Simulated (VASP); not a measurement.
Level of theory: PBE GGA, VASP's PBE PAW potentials (set 64) (plane waves; VASP).

The input files of a VASP run:

### INCAR
```
PREC=Accurate
ALGO=Normal
GGA=PE   # PBE
EDIFF=1E-7   # SCF stop (eV)
SYSTEM=CsCl
ENCUT=480   # plane-wave cut-off (eV)
ISMEAR=0   # Gaussian
LREAL=.False.
NELM=100
LCHARG=.False.
LMAXMIX=4   # l cut-off of mixed one-centre charges
ISIF=2
SIGMA=0.05   # width (eV)
LASPH=.True.   # aspherical one-centre terms
LWAVE=.False.
```

POSCAR:
```
CsCl
1
    4.2090081650     0.0000000000    -0.0000000000
   -0.0000000000     4.2090081650     0.0000000000
    0.0000000000    -0.0000000000     4.2090081650
Cs Cl
1 1
Direct
  0.0000000000   0.0000000000   0.0000000000
  0.5000000000   0.5000000000   0.5000000000
```

**KPOINTS**
```
Automatic mesh
0
Gamma
6 6 6
0 0 0
```

POTCAR, in this order: Cs_sv Cl (PBE.64 set). Program: vasp_std.

Output

File OSZICAR:
```
       N       E                     dE             d eps       ncg     rms          rms(c)
DAV:   1     0.955228878876E+02    0.95523E+02   -0.66570E+03   480   0.108E+03
DAV:   2    -0.669724729993E-01   -0.95590E+02   -0.89573E+02   756   0.180E+02
DAV:   3    -0.690452838352E+01   -0.68376E+01   -0.68168E+01   604   0.559E+01
DAV:   4    -0.697768075480E+01   -0.73152E-01   -0.73135E-01   540   0.713E+00
DAV:   5    -0.697878254409E+01   -0.11018E-02   -0.11017E-02   612   0.867E-01    0.232E+00
DAV:   6    -0.658849603071E+01    0.39029E+00   -0.66738E-01   548   0.453E+00    0.179E+00
DAV:   7    -0.654012705949E+01    0.48369E-01   -0.20105E-01   644   0.248E+00    0.106E+00
DAV:   8    -0.654054129288E+01   -0.41423E-03   -0.16085E-02   568   0.970E-01    0.144E-01
DAV:   9    -0.654109841401E+01   -0.55712E-03   -0.42203E-03   624   0.410E-01    0.125E-01
DAV:  10    -0.654119496731E+01   -0.96553E-04   -0.39907E-04   572   0.154E-01    0.166E-02
DAV:  11    -0.654121062281E+01   -0.15656E-04   -0.33162E-05   612   0.423E-02    0.643E-03
DAV:  12    -0.654121038734E+01    0.23547E-06   -0.97661E-06   584   0.200E-02    0.257E-03
DAV:  13    -0.654121025969E+01    0.12765E-06   -0.37103E-07   588   0.461E-03    0.116E-03
DAV:  14    -0.654121032168E+01   -0.61992E-07   -0.24608E-07   500   0.284E-03
   1 F= -.65412103E+01 E0= -.65412103E+01  d E =-.162305E-14
```

File OUTCAR:
```
------------------------ aborting loop because EDIFF is reached ----------------------------------------
  FORCE on cell =-STRESS in cart. coord.  units (eV):
  Direction    XX          YY          ZZ          XY          YZ          ZX
  --------------------------------------------------------------------------------------
  Total       -0.0120787     -0.0120787     -0.0120787     -0.0000000     -0.0000000     -0.0000000
  in kB       -0.2595322     -0.2595322     -0.2595322     -0.0000000     -0.0000000     -0.0000000
  external PRESSURE =      -0.2595322 kB  Pullay stress =       0.0000000 kB
  volume of cell :       74.57
      direct lattice vectors                 reciprocal lattice vectors
     4.209008165  0.000000000  0.000000000     0.237585664  0.000000000  0.000000000
     0.000000000  4.209008165  0.000000000     0.000000000  0.237585664  0.000000000
     0.000000000  0.000000000  4.209008165     0.000000000  0.000000000  0.237585664
 POSITION                                       TOTAL-FORCE (eV/Angst)
 -----------------------------------------------------------------------------------
      0.00000      0.00000      0.00000         0.000000      0.000000      0.000000
      2.10450      2.10450      2.10450         0.000000      0.000000      0.000000
 -----------------------------------------------------------------------------------
    total drift:                                0.000000      0.000000      0.000000
  FREE ENERGIE OF THE ION-ELECTRON SYSTEM (eV)
  ---------------------------------------------------
  free  energy   TOTEN  =        -6.5412103217 eV

  energy  without entropy=       -6.5412103217  energy(sigma->0) =       -6.54121032
```
(Selected blocks of OUTCAR.)

The compound is CsCl in the CsCl type structure. It was relaxed first, which changed the volume by +7 %.
